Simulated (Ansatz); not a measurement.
# A family in space group Fm-3m

These are results of Ansatz 0.2.0, DFT, LDA, all-electron LAPW, scalar-relativistic, not measurements.

All cells have space group Fm-3m and are held fixed (conventional cell and sites). Prototypes and MP cells are computed structures that needn't be known or stable phases of these compounds. Gaps are the smallest over the k mesh and a high-symmetry path; Bader charges come from PAW runs of the same cells. Semilocal functionals give too small gaps and can close them; gaps under 0.4 eV may also close off the mesh.

Spin–orbit coupling is left out, though it moves levels of the heavy atoms by tenths of an eV or more.

Li: a = 4.33 Å, b = 4.33 Å, c = 4.33 Å; Li 4a (0.000 0.000 0.000); 16×16×16 mesh, smearing 0.08 eV, MP-relaxed cell mp-51
Pb: a = 4.99 Å, b = 4.99 Å, c = 4.99 Å; Pb 4a (0.000 0.000 0.000); 13×13×13 mesh, smearing 0.05 eV, MP-relaxed cell mp-20483
Al: a = 4.05 Å, b = 4.05 Å, c = 4.05 Å; Al 4a (0.000 0.000 0.000); 17×17×17 mesh, smearing 0.03 eV, COD 4313206, reported
Mg: a = 4.49 Å, b = 4.49 Å, c = 4.49 Å; Mg 4a (0.000 0.000 0.000); 16×16×16 mesh, smearing 0.03 eV, MP-relaxed cell mp-1056702
Y: a = 4.97 Å, b = 4.97 Å, c = 4.97 Å; Y 4a (0.000 0.000 0.000); 13×13×13 mesh, smearing 0.05 eV, COD 1534898, reported
Cs: a = 7.90 Å, b = 7.90 Å, c = 7.90 Å; Cs 4a (0.000 0.000 0.000); 8×8×8 mesh, smearing 0.08 eV, MP-relaxed cell mp-1055940

```
compound  P (GPa)  gap (eV)
      Li     -0.9      none
      Pb     -2.9      none
      Al     -3.6      none
      Mg     -1.3      none
      Cs     -0.4      none
```

**Question.** Predict the row of Y (no spin polarisation).

**Answer.** P (GPa): -1.7, gap (eV): none.
